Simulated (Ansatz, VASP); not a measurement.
## TiAl3: VASP beside Ansatz

The input INCAR:

```
SYSTEM = TiAl3
PREC = Accurate ; ENCUT = 520
EDIFF = 1E-6 ; ISMEAR = 0
SIGMA = 0.1 ; LREAL = .False.
LASPH = .True. ; NELM = 80
ALGO = Fast ; ISIF = 2
LWAVE = .False. ; LCHARG = .False.
GGA = PE ; NBANDS = 18
```

KPOINTS

```
Automatic mesh
0
Gamma
  4 4 4
  0 0 0
```

POSCAR

```
TiAl3
1.0
    4.0533639932      0.0000000000      0.0000000000
    0.0000000000      4.0533639932      0.0000000000
    0.0000000000      0.0000000000      4.0533639932
Ti Al
1 3
Direct
    0.0000000000      0.0000000000      0.0000000000
    0.5000000000      0.0000000000      0.5000000000
    0.0000000000      0.5000000000      0.5000000000
    0.5000000000      0.5000000000      0.0000000000
```

Input for Ansatz:

```yaml
crystal:
  lattice:
    - [4.0533639932, 0.0, 0.0]
    - [0.0, 4.0533639932, 0.0]
    - [0.0, 0.0, 4.0533639932]
  atoms:
    - { symbol: Ti, position: [0.0, 0.0, 0.0] }
    - { symbol: Al, position: [0.5, 0.0, 0.5] }
    - { symbol: Al, position: [0.0, 0.5, 0.5] }
    - { symbol: Al, position: [0.5, 0.5, 0.0] }
basis:
  ecutwfc: 420
kpoints:
  mp_grid: { grid: [4, 4, 4] }
hamiltonian:
  xc: pbe
scf:
  occupations: { method: gaussian, width: 0.1 }
output:
  forces: true
  stress: true
  eigenvalues: true
```

Alike in both runs: task single point; functional PBE; k mesh 4 × 4 × 4; occupations gaussian, width 0.1 eV; no spin polarisation.

|  | VASP | Ansatz |
| --- | --- | --- |
| version | VASP 6.6.1 | Ansatz 0.2.0 |
| potentials or method | VASP PAW PBE potentials, release 64 (Ti_sv, Al) | scalar-relativistic, plane waves, PAW |
| plane-wave cutoff (eV) | 520 | 420 |
| valence electrons in the cell | 21 | 21 |

```tsv
	VASP	Ansatz	Ansatz less VASP
gap on the k mesh at the Fermi level (eV)	none	none	-
pressure (GPa)	-5.1	-5.1	+0.06
```

A gap of «none» marks a metal or a gap that the smearing closes.

Caveats: the k mesh is coarse (spacing up to 0.39 Å⁻¹), so the values aren't converged.
